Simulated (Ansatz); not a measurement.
Al2HgPt4, a known structure type with other elements, at an estimated volume

```yaml
crystal:
  lattice:
    - [0.00000, 5.14670, 0.00000]
    - [5.14670, 0.00000, 0.00000]
    - [2.57335, 2.57335, -5.19041]
  atoms:
    - { symbol: Al, position: [0.75000, 0.25000, 0.50000] }
    - { symbol: Pt, position: [0.37500, 0.37500, 0.75000] }
    - { symbol: Pt, position: [0.62500, 0.12500, 0.25000] }
    - { symbol: Pt, position: [0.87500, 0.87500, 0.75000] }
    - { symbol: Pt, position: [0.12500, 0.62500, 0.25000] }
    - { symbol: Hg, position: [0.00000, 0.00000, 0.00000] }
    - { symbol: Al, position: [0.50000, 0.50000, 0.00000] }
```

The numbers come from plane-wave PAW DFT (Ansatz): r2SCAN, no spin polarisation, 500 eV, 7×7×7 Γ-centred k points, fermi-dirac occupations (width 0.1 eV). Nothing was relaxed.

Formation energy: 1.09 eV an atom against the elements' usual phases (free molecules for gases, crystals otherwise, with no correction for O₂ or N₂), so at this geometry it isn't bound against them. Relaxing would lower it.
Contacts: Pt–Hg at 2.23 Å: least valence density 1.01 e/Å³ and ELF 0.27 there. These are pseudo-fields; inside the PAW spheres they differ from the all-electron ones.
Electronic structure: It is a metal, with about 2.6 states/eV a cell as the mean within 0.25 eV of the Fermi level, mostly Pt d (41 %), Pt s (28 %) and Al p (14 %).
Charges: Bader charges in e: Al +2.20, Hg +0.23, Pt -1.16. In the mean Al gives up most and Pt takes most.

Origin: a known structure type with other elements, at an estimated volume, so it need not be a known compound. Caveats: atoms or cell far from equilibrium.
